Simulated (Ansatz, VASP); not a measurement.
# Cross-check of ZnS (ZnS(110)) between VASP and Ansatz, part 2 of 3

One calculation is typed for both programs; each brings its own data sets and cutoff. How far apart do they land? The structure shown is the end of the VASP relaxation below.

VASP 6.6.1 and Ansatz 0.2.0.

So far: The starting structure; VASP: relaxation, PBE.

## Step 3: Ansatz: single point, PBE

Level of this step: Ansatz beside VASP: Kohn-Sham DFT, plane waves, PBE (Ansatz).

Ansatz runs on its default PAW (the set named soft_2) files.

The same cell, functional, mesh and smearing now go to Ansatz, which takes its cutoff from its data sets.

File input.yaml:

```yaml
crystal:
  lattice:
    - [3.84925251, 0.0, 0.0]
    - [0.0, 5.44366511, 0.0]
    - [0.0, 0.0, 31.39701005]
  atoms:
    - { symbol: Zn, position: [0.0, 0.05243179, 0.26760611] }
    - { symbol: Zn, position: [0.5, 0.48455049, 0.31176604] }
    - { symbol: Zn, position: [0.0, 0.99324777, 0.37755595] }
    - { symbol: Zn, position: [0.5, 0.49519508, 0.43764465] }
    - { symbol: Zn, position: [0.0, 0.99792562, 0.5] }
    - { symbol: Zn, position: [0.5, 0.49519508, 0.56235535] }
    - { symbol: Zn, position: [0.0, 0.99324777, 0.62244405] }
    - { symbol: Zn, position: [0.5, 0.48455049, 0.68823396] }
    - { symbol: Zn, position: [0.0, 0.05243179, 0.73239389] }
    - { symbol: S, position: [0.0, 0.73622153, 0.31610607] }
    - { symbol: S, position: [0.5, 0.24990927, 0.24951166] }
    - { symbol: S, position: [0.0, 0.74544314, 0.43864868] }
    - { symbol: S, position: [0.5, 0.2447289, 0.37596465] }
    - { symbol: S, position: [0.0, 0.74544314, 0.56135132] }
    - { symbol: S, position: [0.5, 0.24861845, 0.5] }
    - { symbol: S, position: [0.0, 0.73622153, 0.68389393] }
    - { symbol: S, position: [0.5, 0.2447289, 0.62403535] }
    - { symbol: S, position: [0.5, 0.24990927, 0.75048834] }
hamiltonian:
  xc: pbe
  pseudopotentials: { kind: paw }
kpoints:
  mp_grid: { grid: [6, 5, 1] }
scf:
  occupations: { method: gaussian, width: 0.03 }
  n_extra_bands: 8
efield:
  axis: 3
  dipole_correction: true
  ramp_width: 0.04
output:
  forces: true
  eigenvalues: true
```

The run is started by

```bash
ansatz run input.yaml --threads 8 --pin off --max-ram 18432MiB --backend cpu --events-out ev --progress --plain --runs-dir out
```

Numbers of over 12 decimals in the logs are rounded to 6 here.

Output:

```text
scf.n_extra_bands = 8 over 81 filled bands (N_el = 162.0): the run solves 89 bands
Engine: ansatz 0.2.0, aarch64-unknown-linux-gnu
Pseudopotentials: kind: paw
Pseudopotential: Zn, paw, valence charge 12, recommended cutoff 420 eV (normal), Zn.paw.azcp
Pseudopotential: S, paw, valence charge 6, recommended cutoff 420 eV (normal), S.paw.azcp
Functional definition: PBE
  parameter kappa = 0.804
  parameter beta = 0.066725
  exchange = pbe_x(kappa = kappa, mu = beta*pi^2/3)
  correlation = pbe_c(beta = beta)
Crystal: 18 atoms, lattice volume = 657.894 Å³
Basis set: ecut = 420 eV, 12863 PW (Γ), exchange–correlation on 54×80×432 points (8 copies of the dense FFT grid, shifted against one another)
Bands: 89, of which v1, the nominal top of the filled ones, is band 81 counted from 1 (80 counted from 0)
Symmetry: 2 space group operations
k-points: 12 of 30 (time reversal used)
Non-local potential: Zn, projectors of the file, l = 0: 2, l = 1: 2, l = 2: 3, l = 3: 1
Non-local potential: S, projectors of the file, l = 0: 2, l = 1: 2, l = 2: 2
PAW form: soft (Blöchl's): semilocal exchange-correlation on the pseudo side does not see the compensation charge
PAW one-centre angular grid: Zn, 590 points (default); XC on 64 Gauss nodes
PAW one-centre angular grid: S, 110 points (default); XC on 64 Gauss nodes
Initial density: superposition of atomic densities (neutral atoms: chi_scale 0, normalization atom), corrected by the library's trained network
Initial wavefunctions: pseudopotential atomic-orbital guess
Functional: x = pbe(κ = 0.804, μ = 0.219515), c = pbe(β = 0.066725)
SCF iter   1: F=—  HF=-38003.510027 eV  |F-HF|=—  |Δ(HF+E_count)|=         —  Δρ=9.51e-4  dr2=4.18e-2  ethr=1.77e-3  p=0.000 e·Å  D=4.85e-14 V/Å  ΔV_dip=-0.00 eV  dr2_dipole=5.37e-8  V_vac-E_F(+/−)=4.71/4.71 eV  ⟨swp⟩=8.5  Hψ=5340  notcnv=0
efield: sawtooth ramp at fractional position 0.9800 (placed from the atoms, in the widest stretch of the axis that holds none; the zero of the levels goes with the place), width 0.0400; the density the first Hamiltonian is built on has a dipole p = 0.000 e·Å; the dipole correction subtracts the counter field D = 4.85e-14 V/Å, which shifts the + side's vacuum level by -0.00 eV against the − side's; the planar-averaged density in the ramp window peaks in size at 3.3e-6 e/Å³
preconditioner: auto → Resta (q_TF=auto, 2.160 Å⁻¹)  ε∞=4.8  [insulator: Δε(μ)=2.133 eV  Ē_g=9.441 eV  σ=0.030 eV  W_gap=1.00  n_scr=124 (ndim 8)  ℏωp=18.4 eV  f_vac=0.435  D(μ)=0.00/eV (n_scr^D=0)  ε∞_Penn≈4.8  vacuum switching on, ρ_ref=6.5e-3 e/Å³]
SCF iter   2: F=—  HF=-38003.507271 eV  |F-HF|=—  |Δ(HF+E_count)|=   2.76e-3  Δρ=4.61e-4  dr2=4.74e-3  ethr=2.58e-5  p=-0.000 e·Å  D=-2.01e-5 V/Å  ΔV_dip=0.00 eV  dr2_dipole=2.92e-8  V_vac-E_F(+/−)=4.85/4.85 eV  ⟨swp⟩=2.5  Hψ=1907  notcnv=0  defer=24
SCF iter   3: F=—  HF=-38003.507304 eV  |F-HF|=—  |Δ(HF+E_count)|=   3.27e-5  Δρ=2.43e-4  dr2=7.60e-4  ethr=2.92e-6  p=0.000 e·Å  D=5.24e-6 V/Å  ΔV_dip=-0.00 eV  dr2_dipole=3.16e-9  V_vac-E_F(+/−)=4.92/4.92 eV  ⟨swp⟩=2.0  Hψ=1947  notcnv=0  defer=24
SCF iter   4: F=—  HF=-38003.507387 eV  |F-HF|=—  |Δ(HF+E_count)|=   8.24e-5  Δρ=1.67e-4  dr2=1.82e-4  ethr=4.69e-7  p=0.000 e·Å  D=8.91e-7 V/Å  ΔV_dip=-0.00 eV  dr2_dipole=5.81e-11  V_vac-E_F(+/−)=4.95/4.95 eV  ⟨swp⟩=2.0  Hψ=1926  notcnv=0  defer=24
SCF iter   5: F=—  HF=-38003.507353 eV  |F-HF|=—  |Δ(HF+E_count)|=   3.35e-5  Δρ=5.35e-5  dr2=2.89e-5  ethr=1.12e-7  p=-0.000 e·Å  D=-1.76e-7 V/Å  ΔV_dip=0.00 eV  dr2_dipole=1.60e-11  V_vac-E_F(+/−)=4.96/4.96 eV  ⟨swp⟩=2.0  Hψ=1907  notcnv=0  defer=24
SCF iter   6: F=—  HF=-38003.507386 eV  |F-HF|=—  |Δ(HF+E_count)|=   3.33e-5  Δρ=1.64e-5  dr2=2.78e-6  ethr=1.78e-8  p=0.000 e·Å  D=1.21e-6 V/Å  ΔV_dip=-0.00 eV  dr2_dipole=1.15e-10  V_vac-E_F(+/−)=4.97/4.97 eV  ⟨swp⟩=2.0  Hψ=1945  notcnv=0  defer=24
SCF iter   7: F=—  HF=-38003.507388 eV  |F-HF|=—  |Δ(HF+E_count)|=   1.70e-6  Δρ=5.15e-6  dr2=1.47e-7  ethr=1.71e-9  p=-0.000 e·Å  D=-1.69e-6 V/Å  ΔV_dip=0.00 eV  dr2_dipole=2.84e-10  V_vac-E_F(+/−)=4.97/4.97 eV  ⟨swp⟩=2.0  Hψ=1935  notcnv=0  defer=24
SCF iter   8: F=—  HF=-38003.507388 eV  |F-HF|=—  |Δ(HF+E_count)|=   1.43e-7  Δρ=6.19e-6  dr2=1.50e-7  ethr=6.17e-11  p=0.000 e·Å  D=1.39e-6 V/Å  ΔV_dip=-0.00 eV  dr2_dipole=1.79e-10  V_vac-E_F(+/−)=4.97/4.97 eV  ⟨swp⟩=12.6  Hψ=5990  notcnv=0
SCF iter   9: F=-38003.507388 eV  HF=-38003.507388 eV  |F-HF|=1.03e-9  |Δ(HF+E_count)|=   8.65e-8  Δρ=6.70e-7  dr2=3.13e-9  ethr=6.17e-11  p=0.000 e·Å  D=1.03e-6 V/Å  ΔV_dip=-0.00 eV  dr2_dipole=9.77e-11  V_vac-E_F(+/−)=4.97/4.97 eV  ⟨swp⟩=2.8  Hψ=4160  notcnv=0
SCF 1 converged in 9 iterations: F = -38003.507388 eV  dr2 = 3.13e-9
  greatest PAW one-centre occupation: 0.985 electrons in one spin orbital (limit 2), on the Zn atom at site 0 (counted from 0), in its partial waves of l = 2
SCF converged after 9 iterations
Free energy (F): -38003.507388 eV
Harris-Foulkes:  -38003.507388 eV  (|F-HF|=1.03e-9)
Internal energy: -38003.507388 eV  (E = F + TS)
E sigma→0 (E₀):  -38003.507388 eV
Fermi energy:    1.399432 eV
Dipole field:    D = -0.000006 V/Å  (p = -0.000023 e·Å, saw-weighted, corrected)
Work function:   Φ+ = 4.9692 eV   Φ− = 4.9690 eV
Levels:          The Fermi level and band energies are counted from a zero that moves with the ramp; work functions are not
--- Per-component energies (eV) ---
  E_band       = -821.096349
  E_kinetic    = 2136.342878
  E_local      = -141367.259447  (includes V_loc(G=0)·N_el)
  E_nonlocal   = 5785.486676
  E_hartree    = 68748.443481
  E_xc         = -2104.985999
  E_vxc        = -1249.511737  (∫ρ·V_xc dr)
  E_paw        = -21857.619012  (= ΣΔE_a)
  E_vpaw       = -3623.038706  (= ΣTr[D̂ρ^β])
  E_aug_tail   = -0.003200  (compensation charges beyond the density's cutoff)
  E_efield     = 0.000000  (sawtooth field / dipole correction)
  E_vefield    = 0.000000  (∫n·V_field dr)
  E_ewald      = 50656.087234
  E_smearing   = -0.000000  (= −TS)
  E_closure    = -0.000000  (closes the sum)
  Σ components = -38003.507388   (vs F -38003.507388, Δ=0.00e0)
--- Forces (eV/Å), atoms counted from 1 ---
  atom   1  Zn     0.00000000     0.01339530     0.00678976
  atom   2  Zn     0.00000000     0.03017294     0.03184805
  atom   3  Zn     0.00000000    -0.01436403     0.00148611
  atom   4  Zn     0.00000000    -0.04159829     0.01669062
  atom   5  Zn     0.00000000    -0.01290164    -0.00000072
  atom   6  Zn     0.00000000    -0.04159654    -0.01669396
  atom   7  Zn     0.00000000    -0.01436382    -0.00149137
  atom   8  Zn     0.00000000     0.03017806    -0.03185925
  atom   9  Zn     0.00000000     0.01338814    -0.00679654
  atom  10  S      0.00000000     0.01949166    -0.00736416
  atom  11  S      0.00000000     0.01057281     0.02111305
  atom  12  S      0.00000000    -0.00481781     0.01885034
  atom  13  S      0.00000000     0.00734761     0.02773896
  atom  14  S      0.00000000    -0.00481800    -0.01884711
  atom  15  S      0.00000000    -0.02749211     0.00000125
  atom  16  S      0.00000000     0.01949227     0.00737645
  atom  17  S      0.00000000     0.00734721    -0.02773047
  atom  18  S      0.00000000     0.01057012    -0.02110339
  max |Σ_I F_I| component: 7.62e-6 eV/Å
--- Band table (eV; the first three rows and the last of 12) ---
  k-point 0: bands = [... 77 lower, 0.1565, 0.2158, 0.2602, 0.3108, 2.4881, 3.0127, 3.6721, 3.8402, ... 4 higher]
  k-point 1: bands = [... 77 lower, 0.0321, 0.0577, 0.0721, 0.1122, 3.1682, 3.3348, 3.6410, 3.9519, ... 4 higher]
  k-point 2: bands = [... 77 lower, -0.3560, -0.3506, -0.1855, -0.1793, 3.6737, 3.6924, 3.8598, 3.9567, ... 4 higher]
  k-point 11: bands = [... 77 lower, -0.7515, -0.6569, -0.4386, -0.3639, 3.6801, 3.9318, 3.9647, 4.5933, ... 4 higher]
```

Run time: 19 s. Hardware: 8 threads of Arm Neoverse V2, shared host; peak memory 2.5 GiB.

## Step 4: Differences

Known differences besides the potentials themselves: the cutoff is 420 eV in Ansatz and 320 eV in VASP (PREC = Normal, projectors in real space); VASP leaves aspherical gradient terms in its spheres out (LASPH is not set), Ansatz keeps them. Total energies have different zeros and are not compared.

Compared:

| quantity | Ansatz | VASP | difference |
| --- | --- | --- | --- |
| gap on the k mesh (eV) | 2.177 | 2.177 | +0.001 |

At this near-relaxed geometry the largest component of a force difference is 34 meV/Å. A gap on the mesh is an upper bound, since the band edges may lie between its points. VASP's last cycles still show a density residual of 6e-03, so its state may not be settled.

## Step 5: VASP: band structure, PBE

The same path points are solved in both programs, so levels can be compared one by one.

File INCAR:

```
SYSTEM = ZnS
PREC = Normal
ENCUT = 320
EDIFF = 1E-06
NELM = 120
ISMEAR = 0
SIGMA = 0.03
LREAL = Auto
ALGO = Fast
GGA = PE
NBANDS = 100
LORBIT = 11
LWAVE = .FALSE.
LCHARG = .TRUE.
KPAR = 2
IDIPOL = 3
LDIPOL = .TRUE.
DIPOL = 0.5 0.5 0.5
LVHAR = .TRUE.
LVACPOTAV = .TRUE.
NEDOS = 1500
```

File POSCAR:

```
ZnS
1.0
    3.8492525117      0.0000000000      0.0000000000
    0.0000000000      5.4436651070      0.0000000000
    0.0000000000      0.0000000000     31.3970100467
Zn S
9 9
Direct
    0.0000000000      0.0524317863      0.2676061056
    0.5000000000      0.4845504926      0.3117660377
    0.0000000000      0.9932477677      0.3775559493
    0.5000000000      0.4951950785      0.4376446456
    0.0000000000      0.9979256210      0.5000000000
    0.5000000000      0.4951950785      0.5623553544
    0.0000000000      0.9932477677      0.6224440507
    0.5000000000      0.4845504926      0.6882339623
    0.0000000000      0.0524317863      0.7323938944
    0.0000000000      0.7362215335      0.3161060679
    0.5000000000      0.2499092702      0.2495116581
    0.0000000000      0.7454431391      0.4386486797
    0.5000000000      0.2447288955      0.3759646472
    0.0000000000      0.7454431391      0.5613513203
    0.5000000000      0.2486184523      0.5000000000
    0.0000000000      0.7362215335      0.6838939321
    0.5000000000      0.2447288955      0.6240353528
    0.5000000000      0.2499092702      0.7504883419
```

File KPOINTS:

```
Automatic mesh
0
Gamma
6 5 1
0 0 0
```

File KPOINTS_OPT:

```
Line mode
14
Line-mode
Reciprocal
  0.00000000   0.00000000   0.00000000 GAMMA
  0.50000000   0.00000000   0.00000000 X

  0.50000000   0.00000000   0.00000000 X
  0.50000000   0.50000000   0.00000000 S

  0.50000000   0.50000000   0.00000000 S
  0.00000000   0.50000000   0.00000000 Y

  0.00000000   0.50000000   0.00000000 Y
  0.00000000   0.00000000   0.00000000 GAMMA

  0.00000000   0.00000000   0.00000000 GAMMA
  0.50000000   0.50000000   0.00000000 S
```

PAW data sets: Zn and S (PBE family, release 64).

The run is started by

```bash
mpirun -np 4 vasp_std
```

Output:

```text
[banner, memory and clock lines left out]
running    4 mpi-ranks, on    1 nodes
[...]
LDA part: xc-table for (Slater+PW92), standard interpolation
 POSCAR, INCAR and KPOINTS ok, starting setup
[...]
entering main loop
       N       E                     dE             d eps       ncg     rms          rms(c)
DAV:   1     0.105678769959E+04    0.10568E+04   -0.55270E+04  2464   0.115E+03
DAV:   2     0.865177295790E+02   -0.97027E+03   -0.92665E+03  2640   0.308E+02
DAV:   3    -0.567251860182E+02   -0.14324E+03   -0.14193E+03  2664   0.126E+02
DAV:   4    -0.645686815960E+02   -0.78435E+01   -0.77951E+01  2800   0.280E+01
[...]
RMM:  29    -0.605514625436E+02   -0.36201E-05   -0.59783E-07  1806   0.194E-03    0.693E-03
RMM:  30    -0.605514654665E+02   -0.29230E-05   -0.51882E-07  1674   0.153E-03    0.123E-03
RMM:  31    -0.605514664641E+02   -0.99755E-06   -0.11870E-07  1412   0.103E-03
|                                                                             |
[...]
|     workfunction values.                                                    |
|                                                                             |

   1 F= -.60551466E+02 E0= -.60551466E+02  d E =-.358246E-11
 Start KPOINTS_OPT (optional k-point list driver)
k-point batch [1-12\70]
       N       E                     dE             ncg
DAV:   1    -0.355902032309E+03   -0.16037E+05     2432
DAV:   2    -0.118882020381E+05   -0.11532E+05     2608
DAV:   3    -0.135714470561E+05   -0.16832E+04     2732
DAV:   4    -0.136606758965E+05   -0.89229E+02     2736
[...]
DAV:   8    -0.136637138195E+05   -0.28139E-03     2584
DAV:   9    -0.136637138342E+05   -0.14712E-04     2256
DAV:  10    -0.136637138349E+05   -0.68060E-06     1784
[...]
k-point batch [61-70\70]
       N       E                     dE             ncg
DAV:   1     0.103560223076E+03   -0.28483E+05     2064
DAV:   2    -0.945966899055E+04   -0.95632E+04     2176
DAV:   3    -0.107944045431E+05   -0.13347E+04     2208
DAV:   4    -0.108625803815E+05   -0.68176E+02     2344
[...]
DAV:   8    -0.108648856687E+05   -0.26295E-03     2184
DAV:   9    -0.108648856814E+05   -0.12684E-04     1896
DAV:  10    -0.108648856819E+05   -0.53366E-06     1528
```

(Part 2 of 3 ends here.)

[Lines on the potential files, build, host, timing and source positions are cut from VASP's logs without a mark.]

[Logs are printed without paths, hosts, clocks, repeated set-up lines and the standing remarks that a program may print on its own settings, such as how far it seeks lower states.]

[Hosts, paths, dates, database ids (printed as entryN), source tags and the programs' standing remarks are cut or masked in the printed files.]
